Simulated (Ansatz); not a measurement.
# Residual resistivity of an alloy: Pd(111) with 4 layers of random Pd-Rh, 2x2, part 2 of 2

Aim: the residual resistivity of a random alloy, from Pd(111) with 4 layers of random Pd-Rh, 2x2 and longer regions.

Ansatz 0.2.0; Ansatz plane-wave DFT, PBE, PAW files; ballistic transport by layer matching (Landauer), zero bias; PAW set soft_1.

So far. Step 3 (With 8 alloy layers): Over the solved energies the transmission per spin lies between 2.23 and 2.86, out of 5.35 channels of the lead on average (up to 6.27).

### 4. With 12 alloy layers

In 12 layers a share of 0.25 of the sites is given to Rh at random. A fresh draw is used; the growth of the resistance with length is what counts.

System of this step: Pd(111) with 12 layers of random Pd-Rh, 2x2. The cell holds 72 atoms: 60 Pd and 12 Rh. Cell: a = 5.501 Å, b = 5.501 Å, c = 40.424 Å, α = 90.0°, β = 90.0°, γ = 120.0°. It derives from Pd. Regions: lead, 24 atoms (24 Pd); scattering region, 48 atoms (36 Pd and 12 Rh). The structure is stacked along c, and the current runs across the ab planes.

File input.yaml:

```yaml
crystal:
  lattice:
    - [5.5010079149, 0.0, 0.0]
    - [-2.7505039575, 4.7640126007, 0.0]
    - [0.0, 0.0, 40.4239873877]
  atoms:
    - { symbol: Pd, position: [0.0, 0.0, 0.0277777778] }
    - { symbol: Pd, position: [0.0, 0.5, 0.0277777778] }
    - { symbol: Pd, position: [0.5, 0.0, 0.0277777778] }
    - { symbol: Pd, position: [0.5, 0.5, 0.0277777778] }
    - { symbol: Pd, position: [0.1666666667, 0.3333333333, 0.0833333333] }
    - { symbol: Pd, position: [0.1666666667, 0.8333333333, 0.0833333333] }
    - { symbol: Pd, position: [0.6666666667, 0.3333333333, 0.0833333333] }
    - { symbol: Pd, position: [0.6666666667, 0.8333333333, 0.0833333333] }
    - { symbol: Pd, position: [0.3333333333, 0.1666666667, 0.1388888889] }
    - { symbol: Pd, position: [0.3333333333, 0.6666666667, 0.1388888889] }
    - { symbol: Pd, position: [0.8333333333, 0.1666666667, 0.1388888889] }
    - { symbol: Pd, position: [0.8333333333, 0.6666666667, 0.1388888889] }
    - { symbol: Pd, position: [0.0, 0.0, 0.1944444444] }
    - { symbol: Pd, position: [0.0, 0.5, 0.1944444444] }
    - { symbol: Pd, position: [0.5, 0.0, 0.1944444444] }
    - { symbol: Pd, position: [0.5, 0.5, 0.1944444444] }
    - { symbol: Pd, position: [0.1666666667, 0.3333333333, 0.25] }
    - { symbol: Pd, position: [0.1666666667, 0.8333333333, 0.25] }
    - { symbol: Rh, position: [0.6666666667, 0.3333333333, 0.25] }
    - { symbol: Pd, position: [0.6666666667, 0.8333333333, 0.25] }
    - { symbol: Rh, position: [0.3333333333, 0.1666666667, 0.3055555556] }
    - { symbol: Rh, position: [0.3333333333, 0.6666666667, 0.3055555556] }
    - { symbol: Pd, position: [0.8333333333, 0.1666666667, 0.3055555556] }
    - { symbol: Pd, position: [0.8333333333, 0.6666666667, 0.3055555556] }
    - { symbol: Pd, position: [0.0, 0.0, 0.3611111111] }
    - { symbol: Rh, position: [0.0, 0.5, 0.3611111111] }
    - { symbol: Pd, position: [0.5, 0.0, 0.3611111111] }
    - { symbol: Pd, position: [0.5, 0.5, 0.3611111111] }
    - { symbol: Rh, position: [0.1666666667, 0.3333333333, 0.4166666667] }
    - { symbol: Pd, position: [0.1666666667, 0.8333333333, 0.4166666667] }
    - { symbol: Rh, position: [0.6666666667, 0.3333333333, 0.4166666667] }
    - { symbol: Pd, position: [0.6666666667, 0.8333333333, 0.4166666667] }
    - { symbol: Pd, position: [0.3333333333, 0.1666666667, 0.4722222222] }
    - { symbol: Pd, position: [0.3333333333, 0.6666666667, 0.4722222222] }
    - { symbol: Rh, position: [0.8333333333, 0.1666666667, 0.4722222222] }
    - { symbol: Pd, position: [0.8333333333, 0.6666666667, 0.4722222222] }
    - { symbol: Pd, position: [0.0, 0.0, 0.5277777778] }
    - { symbol: Pd, position: [0.0, 0.5, 0.5277777778] }
    - { symbol: Pd, position: [0.5, 0.0, 0.5277777778] }
    - { symbol: Pd, position: [0.5, 0.5, 0.5277777778] }
    - { symbol: Pd, position: [0.1666666667, 0.3333333333, 0.5833333333] }
    - { symbol: Pd, position: [0.1666666667, 0.8333333333, 0.5833333333] }
    - { symbol: Pd, position: [0.6666666667, 0.3333333333, 0.5833333333] }
    - { symbol: Pd, position: [0.6666666667, 0.8333333333, 0.5833333333] }
    - { symbol: Rh, position: [0.3333333333, 0.1666666667, 0.6388888889] }
    - { symbol: Pd, position: [0.3333333333, 0.6666666667, 0.6388888889] }
    - { symbol: Rh, position: [0.8333333333, 0.1666666667, 0.6388888889] }
    - { symbol: Pd, position: [0.8333333333, 0.6666666667, 0.6388888889] }
    - { symbol: Pd, position: [0.0, 0.0, 0.6944444444] }
    - { symbol: Rh, position: [0.0, 0.5, 0.6944444444] }
    - { symbol: Pd, position: [0.5, 0.0, 0.6944444444] }
    - { symbol: Rh, position: [0.5, 0.5, 0.6944444444] }
    - { symbol: Pd, position: [0.1666666667, 0.3333333333, 0.75] }
    - { symbol: Pd, position: [0.1666666667, 0.8333333333, 0.75] }
    - { symbol: Pd, position: [0.6666666667, 0.3333333333, 0.75] }
    - { symbol: Rh, position: [0.6666666667, 0.8333333333, 0.75] }
    - { symbol: Pd, position: [0.3333333333, 0.1666666667, 0.8055555556] }
    - { symbol: Pd, position: [0.3333333333, 0.6666666667, 0.8055555556] }
    - { symbol: Pd, position: [0.8333333333, 0.1666666667, 0.8055555556] }
    - { symbol: Pd, position: [0.8333333333, 0.6666666667, 0.8055555556] }
    - { symbol: Pd, position: [0.0, 0.0, 0.8611111111] }
    - { symbol: Pd, position: [0.0, 0.5, 0.8611111111] }
    - { symbol: Pd, position: [0.5, 0.0, 0.8611111111] }
    - { symbol: Pd, position: [0.5, 0.5, 0.8611111111] }
    - { symbol: Pd, position: [0.1666666667, 0.3333333333, 0.9166666667] }
    - { symbol: Pd, position: [0.1666666667, 0.8333333333, 0.9166666667] }
    - { symbol: Pd, position: [0.6666666667, 0.3333333333, 0.9166666667] }
    - { symbol: Pd, position: [0.6666666667, 0.8333333333, 0.9166666667] }
    - { symbol: Pd, position: [0.3333333333, 0.1666666667, 0.9722222222] }
    - { symbol: Pd, position: [0.3333333333, 0.6666666667, 0.9722222222] }
    - { symbol: Pd, position: [0.8333333333, 0.1666666667, 0.9722222222] }
    - { symbol: Pd, position: [0.8333333333, 0.6666666667, 0.9722222222] }
kpoints:
  mp_grid: { grid: [5, 5, 1] }
hamiltonian:
  xc: pbe
  pseudopotentials: { kind: paw, azcp: { folder: soft_1 } }
scf:
  occupations: { method: fermi_dirac, width: 0.1 }
output:
  transmission:
    leads: [[0, 4]]
    kmesh: [10, 10]
    e_range: [-0.05, 0.05]
    de: 0.05
  write_potential: true
  write_density: true
  volumetric_format: npy
```

On the command line:

```bash
$ ansatz run input.yaml --threads 4 --pin off --max-ram 15360MiB --backend cpu --events-out ev --progress --plain --runs-dir out
```

Numbers of over 12 decimals in the logs are rounded to 6 here.

Output:

```text
[...]
Crystal: 72 atoms, lattice volume = 1059.386 Å³
Basis set: ecut = 420 eV, 20709 PW (Γ)
Bands: 771, of which v1, the nominal top of the filled ones, is band 642 counted from 1 (641 counted from 0)
Symmetry: 1 space group operations
[...]
k-points: 13 of 25 (time reversal used)
[...]
SCF iter   1: F=—  HF=-495301.587730 eV  |F-HF|=—  |Δ(HF+E_count)|=         —  Δρ=1.98e-1  dr2=6.75e3  ethr=3.10e-3  ⟨swp⟩=5.0  Hψ=32097  notcnv=0  defer=151
[...]
SCF iter  13: F=-495208.966276 eV  HF=-495208.966276 eV  |F-HF|=1.07e-8  |Δ(HF+E_count)|=   1.51e-9  Δρ=2.71e-7  dr2=1.11e-8  ethr=7.79e-12  ⟨swp⟩=8.5  Hψ=30197  notcnv=0
SCF 1 converged in 13 iterations: F = -495208.966276 eV  dr2 = 1.11e-8
[...]
transmission: 346 of 3432 steps passed
transmission: 690 of 3432 steps passed
[...]
transmission: 3432 of 3432 steps passed
SCF converged after 13 iterations
Free energy (F): -495208.966276 eV
[...]
Internal energy: -495204.712231 eV  (E = F + TS)
E sigma→0 (E₀):  -495206.839253 eV
Entropy (-TS):   -4.254045 eV (-59.084 meV/atom)
Fermi energy:    19.896920 eV
[...]
--- Band table (eV; the first three rows and the last of 13) ---
  k-point 0: bands = [... 638 lower, 20.0757, 20.0900, 20.0993, 20.1074, 20.1173, 20.1251, 20.1357, 20.1493, ... 125 higher]
  k-point 1: bands = [... 638 lower, 19.9177, 19.9229, 19.9438, 19.9578, 19.9761, 19.9902, 19.9974, 20.0014, ... 125 higher]
  k-point 2: bands = [... 638 lower, 19.8050, 19.8155, 19.8211, 19.8406, 19.8523, 19.8655, 19.8864, 19.9003, ... 125 higher]
  k-point 12: bands = [... 638 lower, 19.8148, 19.8382, 19.8544, 19.8595, 19.8798, 19.8979, 19.9078, 19.9100, ... 125 higher]
--- Transmission ---
  basis      : 235 plane waves across, 66 finite elements along
  points     : 52, standing for a mesh of 10 x 10
[...]
channels       : 5.230000e0 a spin
[...]
junction   : crystal 0 to crystal 0, 0.70 to 38.88 Å
    transmission   : 2.289949e0 a spin
[...]
```

Elapsed: 33 min, on 4 threads of Arm Neoverse V1, shared host; peak memory 8.3 GiB; 2.1 h of CPU time.

Numbers from this step:

* free energy: -495208.9663 eV
* energy at zero smearing: -495206.8393 eV
* Fermi energy: 19.90 eV
* transmission per spin nearest the Fermi level: 2.290
* open channels per spin nearest the Fermi level: 5.23
* step of the lead's potential: 3 meV

Per spin. Transmission, zone mean against energy, zero at the Fermi level:

```tsv
energy (eV)	transmission, zone mean
-0.0500	2.55
0.0000	2.29
0.0500	2.06
```

Over the solved energies the transmission per spin lies between 2.06 and 2.55, out of 5.31 channels of the lead on average (up to 6.25).

### 5. Resistance against length

This step: Ansatz plane-wave DFT, PBE, PAW files; ballistic transport by layer matching (Landauer), zero bias; residual resistivity from the slope of the area resistance, atoms on the host's lattice; PAW set soft_1 (Ansatz 0.2.0).

Numbers from this step:

```yaml
resistivity: 21.72 µΩ cm
intercept: 0.2657 fΩ m²
scatter_about_the_fit: 0.02616 fΩ m²
```

Resistance, by row:

```tsv
run	length (Å)	T	channels N	RA (fΩ m²)
n4	8.983	3.189	5.47	0.4424
n8	17.97	2.552	5.35	0.693
n12	26.95	2.302	5.31	0.8326
```

The area resistance by length of the alloy:

```tsv
length of the alloy (Å)	area resistance (fΩ m²)
8.98	0.442
17.97	0.693
26.95	0.833
```

The area resistance goes from 0.44 to 0.83 fΩ m² between 9.0 and 26.9 Å, a slope of 22 µΩ cm.

By hand from the end points: (0.8326 − 0.4424) fΩ m² / (26.95 − 8.98) Å = 22 µΩ cm, since 1 fΩ m² per Å is 1000 µΩ cm.

### 6. Results

| Property | Result |
| --- | --- |
| resistivity from the slope | 21.7 µΩ cm |
| area resistance over 8.98 Å | 0.442 fΩ m² |
| area resistance over 18.0 Å | 0.693 fΩ m² |
| area resistance over 26.9 Å | 0.833 fΩ m² |

In words: The slope gives 22 µΩ cm. The points scatter by 0.026 fΩ m² about the line, with one random draw a length in a 2x2 cell, so the slope is a rough value. The lead's own channel count moves between the runs (5.47, 5.35 and 5.31), which shifts RA and the slope too. Read with a model of isotropic scattering on a spherical Fermi surface and the lead's 1.6×10¹⁵ S/m², this slope means a mean free path near 22 Å; over these lengths the model's slope is within 3 % of its bulk resistivity. The atoms sit on the host's lattice, so scattering by size misfit is left out.

[Logs are printed without paths, hosts, clocks, repeated set-up lines and the standing remarks that a program may print on its own settings, such as how far it seeks lower states.]

[Hosts, paths, dates, database ids (printed as entryN), source tags and the programs' standing remarks are cut or masked in the printed files.]
